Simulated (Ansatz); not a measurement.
Runs of Ansatz 0.2.0 on HfSiO4 (Hafnon). The structure is tetragonal, space group I4_1/amd (No. 141). Conventional cell: a = 6.572 Å, b = 6.572 Å, c = 5.963 Å, α = 90.00°, β = 90.00°, γ = 90.00°. Hf (site symmetry -4m2) has 8 O at 2.11 to 2.26 Å as nearest neighbours. Si (site symmetry -4m2) has 4 O at 1.62 Å as nearest neighbours. Around O (site symmetry m) lie 1 Si at 1.62 Å. 

```tsv
task	level	cell	smearing	points for each segment of the path	gap on the mesh (eV)	pressure (GPa)	relaxed volume (Å³/atom)	largest force (eV/Å)
single point	PBE	as given	gaussian 0.012 eV	-	5.46	7.5	-	0.34
band structure	PBE	as given	fermi-dirac 0.05 eV	10	5.46	7.5	-	0.34
single point	PBE	as given	gaussian 0.011 eV	-	5.46	7.5	-	0.34
relaxation of cell and atoms	PBE	relaxed	fermi-dirac 0.05 eV	-	5.33	0.0	11.07	-
relaxation of cell and atoms	BLYP	relaxed	fermi-dirac 0.05 eV	-	5.20	0.0	(a)	-
```

Alike in all rows: potentials or basis Ansatz PAW; no spin polarisation; k mesh 6 × 6 × 6; cutoff (eV) 420.

Question: Estimate the missing entries.

Answer: (a) 11.29.

Caveats: spin-orbit coupling is left out, which moves the levels of the heavy elements; the plane-wave basis is chosen anew once the cell has moved, so the energies of steps on either side of that aren't comparable (some runs); the PAW data sets come from PBE, with cores solved anew for the run's functional, which leaves a small shift of forces and pressure (some runs).

A k mesh can miss the band edges, and the runs leave out spin-orbit coupling on Hf.
